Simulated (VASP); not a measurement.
VASP 6.6.1 run: BN

INCAR

```
LWAVE = .FALSE.
LREAL = .FALSE.
LCHARG = .FALSE.
IBRION = -1
NSW = 0
NELM = 95
ALGO = Normal
LASPH = .TRUE.
ENCUT = 520
ISMEAR = 0
ISIF = 2
ISYM = 0
EDIFF = 1E-7
PREC = Accurate
NBANDS = 11
SIGMA = 0.01
METAGGA = R2SCAN
```

KPOINTS

```
KPOINTS created by Atomic Simulation Environment
0
Gamma
4 4 4
0 0 0
```

POSCAR

```
B  N
 1.0000000000000000
     0.0000000000000000    1.8589702132000001    1.8589702132000001
     1.8589702132000001    0.0000000000000000    1.8589702132000001
     1.8589702132000001    1.8589702132000001    0.0000000000000000
 B   N
   1   1
Cartesian
  0.0000000000000000  0.0000000000000000  0.0000000000000000
  0.9294851066000001  0.9294851066000001  0.9294851066000001
```

The recommended PBE PAW datasets give the neutral cell 8 valence electrons.

Command

```
mpirun -np 1 vasp_std
```

OSZICAR

```
N       E                     dE             d eps       ncg     rms          rms(c)
DAV:   1     0.741835280084E+01    0.74184E+01   -0.52029E+03   816   0.746E+02
DAV:   2    -0.215966908699E+02   -0.29015E+02   -0.27577E+02   954   0.166E+02
DAV:   3    -0.222000996810E+02   -0.60341E+00   -0.60187E+00   942   0.202E+01
DAV:   4    -0.222010617354E+02   -0.96205E-03   -0.96204E-03   834   0.873E-01
DAV:   5    -0.222010627741E+02   -0.10387E-05   -0.10387E-05   927   0.289E-02    0.623E+00
DAV:   6    -0.189889978908E+02    0.32121E+01   -0.20451E+00   792   0.792E+00    0.327E+00
DAV:   7    -0.189999295483E+02   -0.10932E-01   -0.20714E-01   816   0.342E+00    0.178E+00
DAV:   8    -0.190023776254E+02   -0.24481E-02   -0.40461E-02   852   0.131E+00    0.160E-01
DAV:   9    -0.190020057318E+02    0.37189E-03   -0.62359E-03   828   0.511E-01    0.977E-02
DAV:  10    -0.190019817630E+02    0.23969E-04   -0.53704E-04   867   0.168E-01    0.317E-02
DAV:  11    -0.190019851833E+02   -0.34203E-05   -0.52481E-05   822   0.570E-02    0.755E-03
DAV:  12    -0.190019858781E+02   -0.69480E-06   -0.90991E-07   912   0.987E-03    0.163E-03
DAV:  13    -0.190019858441E+02    0.34023E-07   -0.25732E-07   810   0.324E-03
   1 F= -.19001986E+02 E0= -.19001986E+02  d E =-.194506E-99
```

Standard output (part)

```
POSCAR found type information on POSCAR B N
 POSCAR found :  2 types and       2 ions
 LDA part: xc-table for (None), standard interpolation
 POSCAR, INCAR and KPOINTS ok, starting setup
 WAVECAR not read
 entering main loop
```

From OUTCAR

```
k-points           NKPTS =     36   k-points in BZ     NKDIM =     36   number of bands    NBANDS=     11

   NELECT =       8.0000    total number of electrons

   dimension x,y,z NGX =    20 NGY =   20 NGZ =   20
   dimension x,y,z NGXF=    40 NGYF=   40 NGZF=   40

  energy-cutoff  :      520.00
  volume of cell :       12.85
      direct lattice vectors                 reciprocal lattice vectors
     0.000000000  1.858970213  1.858970213    -0.268966117  0.268966117  0.268966117
     1.858970213  0.000000000  1.858970213     0.268966117 -0.268966117  0.268966117
     1.858970213  1.858970213  0.000000000     0.268966117  0.268966117 -0.268966117

 k-points in reciprocal lattice and weights: KPOINTS created by Atomic Simulation Env
   0.00000000  0.00000000  0.00000000       0.016
   0.25000000  0.00000000  0.00000000       0.031
   0.00000000  0.25000000  0.00000000       0.031
   0.00000000  0.00000000  0.25000000       0.031
   0.25000000  0.25000000  0.25000000       0.031
   0.50000000  0.00000000  0.00000000       0.016
   0.00000000  0.50000000  0.00000000       0.016
   0.00000000  0.00000000  0.50000000       0.016
   ...

 E-fermi :   6.4232

 k-point     1 :       0.0000    0.0000    0.0000
  band No.  band energies     occupation
      1     -14.0813      2.00000
      2       6.2744      2.00000
      3       6.2744      2.00000
      4       6.2744      2.00000
      5      15.3643      0.00000
      6      15.3643      0.00000
      7      15.3643      0.00000
      8      15.9173      0.00000
      9      30.7473      0.00000
     10      33.9712      0.00000
     11      33.9712      0.00000

 k-point     2 :       0.2500    0.0000    0.0000
  band No.  band energies     occupation
      1     -12.6640      2.00000
      2       0.8743      2.00000
      3       5.1992      2.00000
      4       5.1992      2.00000
      5      15.6688      0.00000
      6      16.8425      0.00000
      7      16.8425      0.00000
      8      19.6732      0.00000
      9      29.9168      0.00000
     10      30.0703      0.00000
     11      30.0703      0.00000

 k-point     3 :       0.0000    0.2500    0.0000
  band No.  band energies     occupation
      1     -12.6640      2.00000
      2       0.8743      2.00000
      3       5.1992      2.00000
      4       5.1992      2.00000
      5      15.6688      0.00000
      6      16.8425      0.00000
      7      16.8425      0.00000
      8      19.6732      0.00000
      9      29.9168      0.00000
     10      30.0703      0.00000
     11      30.0703      0.00000

 k-point     4 :       0.0000    0.0000    0.2500
  band No.  band energies     occupation
      1     -12.6640      2.00000
      2       0.8743      2.00000
      3       5.1992      2.00000
      4       5.1992      2.00000
      5      15.6688      0.00000
      6      16.8425      0.00000
      7      16.8425      0.00000
      8      19.6732      0.00000
      9      29.9168      0.00000
     10      30.0703      0.00000
     11      30.0703      0.00000

 k-point     5 :       0.2500    0.2500    0.2500
  band No.  band energies     occupation
      1     -12.6640      2.00000
      2       0.8743      2.00000
      3       5.1992      2.00000
      4       5.1992      2.00000
      5      15.6688      0.00000
      6      16.8425      0.00000
      7      16.8425      0.00000
      8      19.6732      0.00000
      9      29.9168      0.00000
     10      30.0703      0.00000
     11      30.0703      0.00000

 ...

  Total       -2.2600002     -2.2600001     -2.2600003      0.0000017      0.0000018      0.0000018
  in kB     -281.8199719   -281.8199649   -281.8199830      0.0002118      0.0002234      0.0002202
  external PRESSURE =    -281.8199733 kB  Pullay stress =       0.0000000 kB

 POSITION                                       TOTAL-FORCE (eV/Angst)
 -----------------------------------------------------------------------------------
      0.00000      0.00000      0.00000         0.000001     -0.000001      0.000000
      0.92949      0.92949      0.92949        -0.000001      0.000001     -0.000000
 -----------------------------------------------------------------------------------
    total drift:                               -0.000001      0.000002      0.000000

  FREE ENERGIE OF THE ION-ELECTRON SYSTEM (eV)
  ---------------------------------------------------
  free  energy   TOTEN  =       -19.0019858441 eV

  energy  without entropy=      -19.0019858441  energy(sigma->0) =      -19.00198584
```

It converged. Results: gap between bands v and c on the k mesh 4.84 eV; least direct gap on the k mesh 9.09 eV; pressure -28.2 GPa. Band v is the last that the valence electrons fill when counted band by band, and c is the next.

These settings aren't sound, so the numbers aren't properties of the crystal.

On sound settings r²SCAN gives a gap of 4.87 eV on its mesh and a pressure of -28.7 GPa for the intended cell.

The run took about 20 s on one core of a shared host (Intel Xeon Platinum 8488C) and held 0.12 GiB at most.
